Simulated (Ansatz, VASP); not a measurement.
# TaN in VASP and in Ansatz

```
CELL_PARAMETERS angstrom
2.92177 0.00000 0.00000
-1.46088 2.53033 0.00000
0.00000 0.00000 5.91652
ATOMIC_POSITIONS crystal
Ta 0.00000 0.00000 0.50000
Ta 0.00000 0.00000 0.00000
N 0.33333 0.66667 0.25000
N 0.66667 0.33333 0.75000
```

The cell comes from a database or a generator and needn't be the stable form of this composition.

Alike in both runs: functional PBE; k mesh 10 × 10 × 5; occupations gaussian, width 0.02 eV; no spin polarisation.

```csv
,VASP,Ansatz
version,VASP 6.6.1,Ansatz 0.2.0
potentials or method,"VASP PAW PBE potentials, release 64 (Ta_pv, N)",Ansatz PAW
plane-wave cutoff (eV),520,420
valence electrons in the cell,32,36
task,electric field gradients,single point
```

|  | VASP | Ansatz | Ansatz less VASP |
| --- | --- | --- | --- |
| gap on the k mesh at the Fermi level (eV) | none | none | - |
| pressure (GPa) | -0.4 | -1.1 | -0.68 |
| largest component of the traceless stress (GPa) | 0.16 | 0.10 | -0.062 |

A gap of «none» marks a metal or a gap that the smearing closes. The two sets of potentials don't hold the same shells in valence.

Caveats: the pressure holds a Pulay correction of +0.4 GPa for the finite cutoff (Ansatz). The runs have no spin-orbit coupling, so splittings on Ta are missing.
